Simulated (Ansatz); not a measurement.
A point defect in BeS

Level of theory: Ansatz 0.2.0, DFT PBE, scalar-relativistic, plane waves, PAW. Settings: 420 eV cutoff, 2×2×2 k-mesh, shifted by half a step, Gaussian smearing of 0.01 eV, collinear spin in charge 0 alone.

Host crystal, relaxed:

```yaml
crystal:
  lattice:
    - [0.00000, 2.43806, 2.43806]
    - [2.43806, 0.00000, 2.43806]
    - [2.43806, 2.43806, 0.00000]
  atoms:
    - { symbol: Be, position: [0.00000, 0.00000, 0.00000] }
    - { symbol: S, position: [0.75000, 0.75000, 0.75000] }
```

Supercell of 32 atoms, rows in host cell vectors: 1 1 1; 1 1 -3; -3 1 1. Atoms relax at the host's cell, keeping the symmetry that the supercell leaves at the site. The cell is small, so energies carry finite-size errors of tenths of an eV. The host's Kohn–Sham gap is 3.15 eV. Atoms are taken from and returned to the elements' standard states. Charged cells are corrected for image charges with the computed static dielectric tensor (mean 7.3) and aligned with the host's potential at far atoms (alignment terms reach 0.19 eV; the program doubts the alignment in some charges, where it is up to 0.19 eV). No band-filling term is added, and the Fermi level counts from the host's valence band top.

The defect is an interstitial at (0.250, 0.250, 0.250) of the host cell.

| charge | E_f at the valence band top (eV) | over the neutral state (eV) | moment (μB) | largest move (Å) | atoms near the site |
| --- | --- | --- | --- | --- | --- |
| +1 | 2.40 | -0.17 | 0.00 | 0.03 | 4 Be at 2.14 Å, 6 S at 2.43 Å |
| 0 | 2.57 | 0.00 | 1.00 | 0.03 | 4 Be at 2.09 Å, 6 S at 2.47 Å |
| -1 | 4.09 | 1.52 | 0.00 | 0.30 | 4 Be at 1.81 Å |

Among the charges computed the stable one is +1 at the valence band top, changing to 0 at 0.17 eV, changing to -1 at 1.52 eV. Other sites of the defect weren't tried.

Problem. Which element is it? Judge by the nearest distance in charge 0 and covalent radii.
A. Ba
B. H
C. Rb
D. Cs

Solution. B. The nearest neighbour is Be at 2.09 Å, and the summed covalent radii with Be are 3.11 Å for Ba, 3.40 Å for Cs, 1.27 Å for H, 3.16 Å for Rb, so H fits best. Bonds can miss such sums by a tenth of an ångström or more.